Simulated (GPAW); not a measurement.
# KTaO3 in GPAW: convergence with density grid spacing (A)

Input of the first run (density grid spacing (A) 0.2); the others differ in this setting and in those tied to it:

The input run.py:

```python
from ase import Atoms
from ase.dft.bandgap import bandgap
from ase.io import write
from ase.units import GPa
from gpaw import GPAW, PW

atoms = Atoms(['Ta', 'K', 'O', 'O', 'O'],
              cell=[[3.9883, 0.0, 0.0],
                    [0.0, 3.9883, 0.0],
                    [0.0, 0.0, 3.9883]],
              scaled_positions=[[0.0, 0.0, 0.0],
                                [0.5, 0.5, 0.5],
                                [0.0, 0.0, 0.5],
                                [0.0, 0.5, 0.0],
                                [0.5, 0.0, 0.0]],
              pbc=True)

calc = GPAW(mode=PW(800),
            h=0.2,
            xc='PBE',
            kpts={'size': (5, 5, 5), 'gamma': True},
            occupations={'name': 'fermi-dirac', 'width': 0.05},
            nbands=36,
            convergence={'density': 1e-05, 'energy': 1e-05},
            maxiter=100,
            txt='gpaw.txt')
atoms.calc = calc
energy = atoms.get_potential_energy()
forces = atoms.get_forces()
stress = atoms.get_stress()
calc.write('gs.gpw')
write('result.traj', atoms)
print(f'Energy: {energy:.6f} eV')
print('Forces (eV/A):')
print(forces.round(4))
print('Stress (GPa):', (stress / GPa).round(3))
print('Fermi level:', round(calc.get_fermi_level(), 4), 'eV')
print(f'Gap: {bandgap(calc)[0]:.4f} eV, direct: {bandgap(calc, direct=True)[0]:.4f} eV')
```

Potentials or basis: GPAW PAW data sets (gpaw-data 1.2.1), pw.

Command:

```sh
$ OMP_NUM_THREADS=1 python run.py
```

Hardware: 1 thread of Arm Neoverse V1, with other jobs on the host.

**Question.** The values tried are 0.24, 0.2, 0.17, 0.15, 0.13, 0.11, 0.09, loosest first. From which on does the energy stay within 1 meV/atom of the tightest run that finished?

**Answer.** From 0.17 on.

```csv
density grid spacing (A),"energy less the tightest run, at zero smearing (meV/atom)",pressure (GPa),SCF cycles,CPU time (s),peak memory (GiB)
0.24,refused,-,-,-,-
0.2,-13.19,6.72,10,16,0.18
0.17,-0.81,6.20,10,21,0.18
0.15,-0.13,6.15,10,24,0.19
0.13,-0.04,6.15,10,26,0.23
0.11,-0.01,6.15,10,50,0.31
0.09,0.00,6.15,10,72,0.38
```

Against the tightest run, the pressure stays within 0.1 GPa from 0.17 on. The tightest run that finished is the yardstick and may itself not be fully converged.

Caveat, for the tightest run too: spin-orbit coupling is left out, which moves the levels of the heavy elements; an odd mesh through Γ misses points on the zone boundary, where band edges often lie.
